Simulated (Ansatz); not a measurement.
# TiO$_{2}$: the gap from level to level

A database entry relaxed whole under r2SCAN at zero pressure (P4_2/mnm, No. 136):

```
Ti O
1.0
     4.59756    0.00000    0.00000
     0.00000    4.59756    0.00000
     0.00000    0.00000    2.95413
Ti O
2 4
Direct
  0.00000 0.00000 0.00000
  0.50000 0.50000 0.50000
  0.30463 0.30463 0.00000
  0.19537 0.80463 0.50000
  0.69537 0.69537 0.00000
  0.80463 0.19537 0.50000
```

Its volume is 10.41 Å³ an atom, +0.1 % against the entry's 10.39, a measured cell (1995, 300 K).

Single points on this cell with plane-wave PAW DFT (Ansatz 0.2.0; r2SCAN 500 eV, hybrids 420 eV; fermi-dirac occupations of width 0.020 eV; no moments): r2SCAN on a 6×6×10 Γ-centred mesh; HSE06 on a 4×4×8 Γ-centred mesh; PBE0 on a 4×4×8 Γ-centred mesh.

What does each level give for gap and charges?

The runs give:

```tsv
level	gap (eV), or kind	pressure (GPa)	Bader charge of Ti (e)	Bader charge of O (e)
r2SCAN	2.22	0.0	+2.38	-1.19
HSE06	3.38	-2.9	+2.46	-1.23
PBE0	4.14	-3.1	+2.46	-1.23
```

Under r2SCAN the gap is 2.22 eV, over mesh and band path. HSE06 moves it by +1.16 eV and PBE0 by +1.92 eV; PBE0 keeps its exact exchange at long range, which widens the gap over HSE06's by 0.76 eV on their common mesh. The charge on Ti goes from +2.38 to +2.46 e under HSE06.

Caveats: the relaxation kept the start's symmetry; HSE06 is read on its mesh and at the zone's corners, PBE0 on its mesh alone; hybrid pressures are good to a few tenths of a GPa; pressure is positive in compression.
